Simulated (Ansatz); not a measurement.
V:

```
V
1.0
     2.60429    0.00000    0.00000
    -1.30215    2.25538    0.00000
     0.00000    0.00000    4.72334
V
2
Direct
  0.33333 0.66667 0.25000
  0.66667 0.33333 0.75000
```

This isn't the form of V at room conditions, which is bcc.

Base run:

* Program: Ansatz 0.2.0
* Functional: LDA
* Potentials or basis: all-electron LAPW, scalar-relativistic
* Cutoff: 261 eV
* Density cutoff: 1045 eV
* Basis error allowed: 0.001 eV/atom
* k mesh: 12 × 12 × 6
* Occupations: fermi-dirac, width 0.05 eV
* Spin: collinear spin, ferromagnetic start
* Starting moments: [2.0, 2.0] μB

Its results: pressure -12.9 GPa; net moment 0.00 μB per cell.

Problem. The run is repeated on the same cell with these changes: functional from LDA to PBEsol. What comes out?

Solution. Pressure -7.2 GPa; net moment 0.00 μB per cell.

PBEsol binds less tightly than LDA, so the same cell stands under more pressure.

Not every run made on this cell is shown here.
